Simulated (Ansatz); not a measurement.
**TiNi: density of states with PBEsol+U**

TiNi:

```
Ni Ti
1.0
     2.73580    0.00000    0.00000
     0.00000    2.73580    0.00000
     0.00000    0.00000    3.58141
Ni Ti
1 1
Cartesian
  0.0000 0.0000 0.0000
  1.3679 1.3679 1.7907
```

The cell comes from a database or a generator and needn't be the stable form of this composition.

```yaml
Program: Ansatz 0.2.0
Task: density of states
Functional: PBEsol
Potentials_or_basis: all-electron LAPW, scalar-relativistic
Cutoff: 269 eV (chosen from the basis error)
Basis_error_allowed: 0.001 eV/atom
k_mesh: 10 × 10 × 8
Occupations: fermi-dirac, width 0.05 eV
Spin: collinear spin, ferromagnetic start
Starting_moments: "[1.0, 1.0] μB"
Hubbard_terms: Ni d U = 2 eV, Ti d U = 2 eV
```

```
Pressure               : -1.7 GPa
Band gap on the k mesh : none (metal or under the smearing width)
Net moment             : 0.92 μB per cell
Absolute moment        : 0.94 μB per cell
Site moments           : Ni +0.07; Ti +0.74 μB
```

Stress tensor (GPa, compression positive):
```
-0.78  0.00  0.00
 0.00 -0.78  0.00
 0.00  0.00 -3.57
```

Levels at points of the mesh, in eV from the Fermi level:
Spin up:
```
              k point  band 13  band 14  band 15  band 16  band 17  band 18  band 19  band 20
   (0.00, 0.00, 0.00)    -2.05    -1.40    -1.05     0.55     2.63     2.63     3.22     3.67
  (0.00, 0.00, -0.50)    -1.83    -1.82    -1.82    -1.34     1.63     1.65     1.65     3.13
  (0.00, -0.50, 0.00)    -1.92    -1.66    -0.95    -0.74     0.34     1.43     2.32     4.62
 (0.00, -0.50, -0.50)    -2.09    -0.39    -0.36    -0.05     0.32     2.18     2.65     2.81
 (-0.50, -0.50, 0.00)    -0.89     0.00     1.92     1.92     2.02     2.02     2.34     3.32
(-0.50, -0.50, -0.50)    -1.65    -1.57    -1.57    -0.89     2.62     3.33     7.14     8.04
```
Spin down:
```csv
k point,band 13,band 14,band 15,band 16,band 17,band 18
"(0.00, 0.00, 0.00)",-1.99,-1.41,0.69,1.14,3.33,3.33
"(0.00, 0.00, -0.50)",-1.81,-1.70,-1.36,0.12,2.29,2.37
"(0.00, -0.50, 0.00)",-1.94,-1.66,-0.27,0.48,0.55,1.98
"(0.00, -0.50, -0.50)",-1.93,-0.08,0.08,0.72,1.00,2.67
"(-0.50, -0.50, 0.00)",-0.66,0.25,2.33,2.33,2.49,2.49
"(-0.50, -0.50, -0.50)",-1.53,-0.97,-0.97,-0.66,3.36,5.44
```

States per cell in windows of 0.5 eV (zero at the Fermi level; states under -8 eV left out):
```tsv
from (eV)	up	down
-8.0	0.00	0.00
-7.5	0.02	0.01
-7.0	0.04	0.03
-6.5	0.05	0.05
-6.0	0.07	0.06
-5.5	0.10	0.09
-5.0	0.14	0.12
-4.5	0.32	0.19
-4.0	0.65	0.43
-3.5	1.05	0.97
-3.0	0.97	1.17
-2.5	1.30	1.34
-2.0	0.98	1.04
-1.5	0.48	0.37
-1.0	0.61	0.30
-0.5	0.67	0.37
0.0	0.51	0.39
0.5	0.48	0.62
1.0	0.37	0.62
1.5	0.54	0.46
2.0	1.02	0.42
2.5	0.43	0.89
3.0	0.20	0.73
3.5	0.14	0.27
4.0	0.16	0.18
4.5	0.23	0.15
5.0	0.16	0.15
5.5	0.13	0.26
6.0	0.10	0.17
6.5	0.05	0.11
7.0	0.01	0.04
7.5	0.00	0.01
```

Run time: 48 s on 2 threads of Arm Neoverse V1, with other jobs on the host, peak memory 0.67 GiB.

Caveat: the magnetic state may not be the lowest; U is the effective U less J, on atomic orbitals that reach past the spheres; the U is typed as a test and isn't derived for this compound. The state reached can hang on the start; a lower one may exist.
